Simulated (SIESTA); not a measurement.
Crystal: CdO (Monteponite).

```
CELL_PARAMETERS angstrom
4.36217 0.00000 0.00000
0.00000 4.36217 0.00000
0.00000 0.00000 4.36217
ATOMIC_POSITIONS crystal
Cd 0.00000 0.00000 0.00000
Cd 0.00000 0.50000 0.50000
Cd 0.50000 0.00000 0.50000
Cd 0.50000 0.50000 0.00000
O 0.50000 0.00000 0.00000
O 0.00000 0.50000 0.00000
O 0.00000 0.00000 0.50000
O 0.50000 0.50000 0.50000
```

The cell isn't the ideal one: volume scaled by 0.8.

| Item | Value |
| --- | --- |
| Program | SIESTA 5.4.2 |
| Task | relaxation of cell and atoms |
| Functional | revPBE |
| Potentials or basis | PseudoDojo 0.4 standard (PBE files, fully relativistic) |
| Basis | DZP (energy shift 0.003 Ry; two zetas on semicore shells) |
| Grid cutoff | 800 Ry |
| Energy shift | 0.003 Ry |
| k mesh | 5 × 5 × 5 |
| Occupations | fermi-dirac, width 0.05 eV |
| Spin | non-collinear spin, ferrimagnetic start, spin-orbit coupling |

At the start: pressure 70.6 GPa; volume 10.38 Å³/atom.

Q: How do energy, volume and symmetry change on relaxing?

A: Over 7 steps the energy falls by 588.7 meV/atom and the volume is 13.87 Å³/atom (+33.7 %); space group Fm-3m (No. 225, to 0.05 Å); moment 0.00 μB per cell.

Step by step:
| step | energy change (eV) | largest force (eV/Å) | pressure (GPa) | volume (Å³) |
| --- | --- | --- | --- | --- |
| 1 | 0.0000 | 0.0000 | 70.63 | 83.01 |
| 2 | -0.8437 | 0.0000 | 61.04 | 85.06 |
| 3 | -2.8400 | 0.0000 | 36.87 | 91.69 |
| 4 | -4.0605 | 0.0000 | 18.93 | 98.83 |
| 5 | -4.6318 | 0.0000 | 5.84 | 106.53 |
| 6 | -4.7088 | 0.0000 | 0.45 | 110.59 |
| 7 | -4.7094 | 0.0000 | 0.05 | 110.95 |

Final structure:
```
Cd O
1.0
     4.80513    0.00000    0.00000
     0.00000    4.80513    0.00000
     0.00000    0.00000    4.80513
Cd O
4 4
Direct
  0.00000 0.00000 0.00000
  0.00000 0.50000 0.50000
  0.50000 0.00000 0.50000
  0.50000 0.50000 0.00000
  0.50000 0.00000 0.00000
  0.00000 0.50000 0.00000
  0.00000 0.00000 0.50000
  0.50000 0.50000 0.50000
```

Caveat: the potentials were made for another functional, which shifts forces and pressure; the basis of atomic orbitals isn't converged, which shifts pressures, moduli and gaps.
